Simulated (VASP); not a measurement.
# CdTe in VASP: one cell, several levels of theory, part 2 of 2

VASP 6.6.1, plane waves, PAW. The steps go on from the part before.

## Step 3: Single point with r2SCAN

INCAR reads:

```
ENCUT = 520.000000
SIGMA = 0.010000
EDIFF = 1.00e-07
ALGO = Normal
METAGGA = R2SCAN
PREC = Accurate
IBRION = -1
ISIF = 2
ISMEAR = 0
NBANDS = 16
NELM = 120
NSW = 0
LASPH = .TRUE.
LCHARG = .FALSE.
LWAVE = .FALSE.
LREAL = .FALSE.
```

KPOINTS reads:

```
KPOINTS created by Atomic Simulation Environment
0
Gamma
6 6 6
0 0 0
```

KPOINTS_OPT reads:

```
special points
6
Reciprocal
0.0000000000 0.0000000000 0.0000000000 1
-0.5000000000 -0.5000000000 0.0000000000 1
-0.3750000000 -0.3750000000 0.2500000000 1
-0.3750000000 0.0000000000 0.3750000000 1
0.0000000000 0.0000000000 0.5000000000 1
-0.5000000000 -0.2500000000 0.2500000000 1
```

POSCAR reads:

```
Cd Te
 1.0000000000000000
    -0.0000000000000000    3.2799551161722134    3.2799551161722134
     3.2799551161722134    0.0000000000000000    3.2799551161722134
     3.2799551161722134    3.2799551161722134    0.0000000000000000
 Cd  Te
   1   1
Cartesian
  0.0000000000000000  0.0000000000000000 -0.0000000000000000
  1.6399775580861065  1.6399775580861065  1.6399775580861065
```

The run is started by

```console
$ mpirun -np 1 vasp_std
```

Standard output, without the iteration lines:

```text
POSCAR found type information on POSCAR CdTe
 POSCAR found :  2 types and       2 ions
 -----------------------------------------------------------------------------
|                                                                             |
|                                                                             |
|     You enforced a specific xc type in the INCAR file but a different       |
|     I HOPE YOU KNOW WHAT YOU ARE DOING!                                     |
|                                                                             |
 -----------------------------------------------------------------------------

 LDA part: xc-table for (None), standard interpolation
 POSCAR, INCAR and KPOINTS ok, starting setup
 FFT: planning ... GRIDC
 FFT: planning ... GRID_SOFT
 FFT: planning ... GRID
 WAVECAR not read
 entering main loop
 Start KPOINTS_OPT (optional k-point list driver)
k-point batch [1-6\6]
```

OSZICAR:

```text
N       E                     dE             d eps       ncg     rms          rms(c)
DAV:   1     0.524182240867E+02    0.52418E+02   -0.84892E+03   528   0.993E+02
DAV:   2    -0.477766180196E+02   -0.10019E+03   -0.95303E+02   592   0.237E+02
DAV:   3    -0.511953858688E+02   -0.34188E+01   -0.34142E+01   632   0.459E+01
DAV:   4    -0.512207824668E+02   -0.25397E-01   -0.25396E-01   752   0.358E+00
DAV:   5    -0.512209024406E+02   -0.11997E-03   -0.11997E-03   664   0.190E-01    0.510E+00
DAV:   6    -0.466569418325E+02    0.45640E+01   -0.28870E+00   528   0.209E+01    0.660E+00
DAV:   7    -0.466269571335E+02    0.29985E-01   -0.11366E-01   624   0.356E+00    0.438E+00
DAV:   8    -0.466380919437E+02   -0.11135E-01   -0.81025E-02   592   0.293E+00    0.899E-01
DAV:   9    -0.466416327651E+02   -0.35408E-02   -0.70030E-03   672   0.645E-01    0.348E-01
DAV:  10    -0.466413891050E+02    0.24366E-03   -0.19885E-03   584   0.474E-01    0.626E-02
DAV:  11    -0.466413844970E+02    0.46080E-05   -0.10259E-04   696   0.132E-01    0.431E-02
DAV:  12    -0.466413990542E+02   -0.14557E-04   -0.61811E-05   592   0.970E-02    0.246E-02
DAV:  13    -0.466413940614E+02    0.49928E-05   -0.14956E-05   624   0.486E-02    0.758E-03
DAV:  14    -0.466413942981E+02   -0.23668E-06   -0.35861E-07   624   0.493E-03    0.562E-03
DAV:  15    -0.466413940151E+02    0.28297E-06   -0.12133E-07   440   0.459E-03    0.287E-03
DAV:  16    -0.466413940863E+02   -0.71213E-07   -0.68696E-08   392   0.285E-03
   1 F= -.46641394E+02 E0= -.46641394E+02  d E =-.396988E-35
       N       E                     dE             ncg
DAV:   1     0.485814493966E+03   -0.25509E+04      192
DAV:   2    -0.179107740315E+03   -0.66492E+03      248
DAV:   3    -0.203775436979E+03   -0.24668E+02      224
DAV:   4    -0.203966244043E+03   -0.19081E+00      328
DAV:   5    -0.203966574985E+03   -0.33094E-03      232
DAV:   6    -0.203966582021E+03   -0.70359E-05      288
DAV:   7    -0.203966582275E+03   -0.25353E-06      216
DAV:   8    -0.203966582285E+03   -0.10850E-07      240
```

From OUTCAR:

```text
k-points           NKPTS =     16   k-points in BZ     NKDIM =     16   number of bands    NBANDS=     16

   NELECT =      18.0000    total number of electrons

   dimension x,y,z NGX =    36 NGY =   36 NGZ =   36
   dimension x,y,z NGXF=    72 NGYF=   72 NGZF=   72

  energy-cutoff  :      520.00
  volume of cell :       70.57
      direct lattice vectors                 reciprocal lattice vectors
     0.000000000  3.279955116  3.279955116    -0.152441110  0.152441110  0.152441110
     3.279955116  0.000000000  3.279955116     0.152441110 -0.152441110  0.152441110
     3.279955116  3.279955116  0.000000000     0.152441110  0.152441110 -0.152441110

 k-points in reciprocal lattice and weights: KPOINTS created by Atomic Simulation Env
   0.00000000  0.00000000  0.00000000       0.005
   0.16666667  0.00000000  0.00000000       0.037
   0.33333333  0.00000000  0.00000000       0.037
   0.50000000  0.00000000  0.00000000       0.019
   0.16666667  0.16666667  0.00000000       0.028
   0.33333333  0.16666667  0.00000000       0.111
   0.50000000  0.16666667  0.00000000       0.111
  -0.33333333  0.16666667  0.00000000       0.111
[... 8 more k-points ...]

 E-fermi :   1.8624

 k-point     1 :       0.0000    0.0000    0.0000
  band No.  band energies     occupation
      1      -9.5399      2.00000
      2      -6.6692      2.00000
      3      -6.6692      2.00000
      4      -6.6692      2.00000
      5      -6.4127      2.00000
      6      -6.4127      2.00000
      7       1.7776      2.00000
      8       1.7776      2.00000
      9       1.7776      2.00000
     10       2.9307      0.00000
     11       6.8310      0.00000
     12       6.8310      0.00000
     13       6.8310      0.00000
     14       9.6406      0.00000
     15      11.5436      0.00000
     16      11.5436      0.00000

 k-point     2 :       0.1667    0.0000    0.0000
  band No.  band energies     occupation
      1      -9.4451      2.00000
      2      -6.6513      2.00000
      3      -6.6513      2.00000
      4      -6.5822      2.00000
      5      -6.4136      2.00000
      6      -6.4136      2.00000
      7       0.1436      2.00000
      8       1.5637      2.00000
      9       1.5637      2.00000
     10       3.9682      0.00000
     11       6.8871      0.00000
     12       7.1609      0.00000
     13       7.1609      0.00000
     14      10.6564      0.00000
     15      10.6764      0.00000
     16      10.6764      0.00000

 k-point     3 :       0.3333    0.0000    0.0000
  band No.  band energies     occupation
      1      -9.2569      2.00000
      2      -6.6201      2.00000
      3      -6.6201      2.00000
      4      -6.4098      2.00000
      5      -6.4098      2.00000
      6      -6.3032      2.00000
      7      -1.6863      2.00000
      8       1.1998      2.00000
      9       1.1998      2.00000
     10       4.0768      0.00000
     11       7.4243      0.00000
     12       7.4243      0.00000
     13       8.3648      0.00000
     14      10.2754      0.00000
     15      11.1055      0.00000
     16      11.1055      0.00000

 k-point     4 :       0.5000    0.0000    0.0000
  band No.  band energies     occupation
      1      -9.1653      2.00000
      2      -6.6075      2.00000
      3      -6.6075      2.00000
      4      -6.4044      2.00000
      5      -6.4044      2.00000
      6      -6.0669      2.00000
      7      -2.5105      2.00000
      8       1.0401      2.00000
      9       1.0401      2.00000
     10       3.9680      0.00000
     11       7.3767      0.00000
     12       7.3767      0.00000
     13       9.1555      0.00000
     14      10.8652      0.00000
     15      12.5764      0.00000
     16      12.5764      0.00000

 k-point     5 :       0.1667    0.1667    0.0000
  band No.  band energies     occupation
      1      -9.4139      2.00000
      2      -6.6332      2.00000
      3      -6.6332      2.00000
      4      -6.5805      2.00000
      5      -6.4194      2.00000
      6      -6.4054      2.00000
      7       0.1445      2.00000
      8       1.2080      2.00000
      9       1.2080      2.00000
     10       4.5542      0.00000
     11       5.9129      0.00000
     12       7.7623      0.00000
     13       7.7623      0.00000
     14       9.3683      0.00000
     15      11.4047      0.00000
     16      11.7948      0.00000

 k-point     6 :       0.3333    0.1667    0.0000
  band No.  band energies     occupation
      1      -9.2581      2.00000
      2      -6.6082      2.00000
      3      -6.5983      2.00000
      4      -6.4564      2.00000
      5      -6.3999      2.00000
      6      -6.3303      2.00000
      7      -1.2367      2.00000
      8       0.7192      2.00000
      9       0.8148      2.00000
     10       4.9605      0.00000
     11       6.2119      0.00000
     12       7.8938      0.00000
     13       8.3215      0.00000
     14      10.0967      0.00000
     15      11.9819      0.00000
     16      11.9959      0.00000

 k-point     7 :       0.5000    0.1667    0.0000
  band No.  band energies     occupation
      1      -9.1375      2.00000
      2      -6.5928      2.00000
      3      -6.5830      2.00000
      4      -6.4268      2.00000
      5      -6.4014      2.00000
      6      -6.0416      2.00000
      7      -2.3023      2.00000
      8       0.2117      2.00000
      9       0.7333      2.00000
     10       4.8893      0.00000
     11       6.8458      0.00000
     12       8.1290      0.00000
     13       8.7368      0.00000
     14      11.0333      0.00000
     15      12.2803      0.00000
     16      12.6503      0.00000

 k-point     8 :      -0.3333    0.1667    0.0000
  band No.  band energies     occupation
      1      -9.1671      2.00000
      2      -6.5968      2.00000
      3      -6.5939      2.00000
      4      -6.4153      2.00000
      5      -6.4141      2.00000
      6      -6.1204      2.00000
      7      -2.0445      2.00000
      8       0.0799      2.00000
      9       1.0184      2.00000
     10       4.9503      0.00000
     11       7.0988      0.00000
     12       7.8336      0.00000
     13       8.4842      0.00000
     14      10.6911      0.00000
     15      11.4391      0.00000
     16      12.6111      0.00000

[... the tables of k-points 9 to 16 left out ...]

  Total        0.0307862      0.0307862      0.0307862     -0.0000000      0.0000000     -0.0000000
  in kB        0.6989283      0.6989283      0.6989283     -0.0000000      0.0000000     -0.0000000
  external PRESSURE =       0.6989283 kB  Pullay stress =       0.0000000 kB

 POSITION                                       TOTAL-FORCE (eV/Angst)
 -----------------------------------------------------------------------------------
      0.00000      0.00000      0.00000         0.000000      0.000000      0.000000
      1.63998      1.63998      1.63998        -0.000000     -0.000000     -0.000000
 -----------------------------------------------------------------------------------
    total drift:                               -0.000001     -0.000001     -0.000001

  FREE ENERGIE OF THE ION-ELECTRON SYSTEM (eV)
  ---------------------------------------------------
  free  energy   TOTEN  =       -46.6413940863 eV

  energy  without entropy=      -46.6413940863  energy(sigma->0) =      -46.64139409
```

Hardware: 1 MPI rank of Intel Xeon Platinum 8488C, shared host.

The levels at the points of KPOINTS_OPT are read from vasprun.xml.

Band energies at the special points (eV, zero at the top of v, the last band that the electrons fill by count):

| point | v−1 | v | c | c+1 |
| --- | --- | --- | --- | --- |
| Γ | 0.00 | 0.00 | 1.15 | 5.05 |
| X | -1.79 | -1.79 | 2.95 | 2.99 |
| U | -2.46 | -1.48 | 3.24 | 4.82 |
| K | -2.46 | -1.48 | 3.24 | 4.82 |
| L | -0.74 | -0.74 | 2.19 | 5.60 |
| W | -2.24 | -2.09 | 4.54 | 4.95 |

Gap with r2SCAN: 1.15 eV, direct (Γ). The pressure is 0.07 GPa; the forces vanish within 0.01 eV/Å.

## Step 4: Results

What follows sums up all 2 parts.

```
 level  gap (eV)  pressure (GPa)  Ansatz: gap (eV)  Ansatz: pressure (GPa)
   PBE      0.66            1.12              0.66                    1.01
r2SCAN      1.15            0.07              1.16                   -0.03
```

The gap spans 0.66 eV (PBE) to 1.15 eV (r2SCAN). Spin-orbit coupling is left out, though the cell holds Te (Z = 52); in an element this heavy it can shift bands and gaps by tenths of an eV. A measured gap is 1.592 eV (an exciton energy, a little under the gap; 0 K; “Photoluminescence characteristics of Cd1-xMnxTe single crystals grown by the vertical Bridgman method”, 2012, pmc:3275455). The misses are: PBE -0.93, r2SCAN -0.44 eV; r2SCAN comes nearest. Levels not so marked lack spin-orbit coupling, so their miss is not the functional's alone. The calculation is for fixed nuclei; the measurement holds lattice motion too. At this one volume the pressure spans 0.1 GPa (r2SCAN) to 1.1 GPa (PBE): PBE wants the largest cell and r2SCAN the smallest. The two programs agree on the gap within 0.02 eV, far less than the spread between functionals. Each program uses its own PAW datasets and cutoff. VASP's cell holds 18 valence electrons and Ansatz's 36.
